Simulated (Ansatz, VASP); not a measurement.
## ZnSe: 3 runs at one level of theory

The starting cell:

```
Se Zn
1.0
     0.00000    2.83380    2.83380
     2.83380    0.00000    2.83380
     2.83380    2.83380    0.00000
Se Zn
1 1
Direct
  0.75000 0.75000 0.75000
  0.00000 0.00000 0.00000
```

Alike in all runs: task relaxation of cell and atoms; functional PBEsol; dispersion D3(BJ); k mesh 8 × 8 × 8; occupations fermi-dirac, width 0.05 eV; no spin polarisation; no spin-orbit coupling.

```tsv
program and potentials	plane-wave cutoff (eV)	notes	equilibrium volume (Å³/atom)
Ansatz, Ansatz PAW	420	potentials made for PBE, which Ansatz adapts in part; 14 valence electrons an atom on average	21.67
Ansatz, all-electron LAPW, scalar-relativistic	-	-	21.67
VASP, PBE PAW files Se, Zn, 600 eV	600	potentials made for PBE; 9 valence electrons an atom on average	21.73
```

The equilibrium volume spans 21.67 (Ansatz, Ansatz PAW) to 21.73 Å³/atom (VASP, PBE PAW files Se, Zn, 600 eV), with all-electron results at 21.67. Relaxations stop with a little pressure left, so the last digit of a volume isn't settled.

Differences between rows come from potentials, basis sets and numerical settings, since the functional is the same but for its coding. Runs on potential files found faulty are left out.
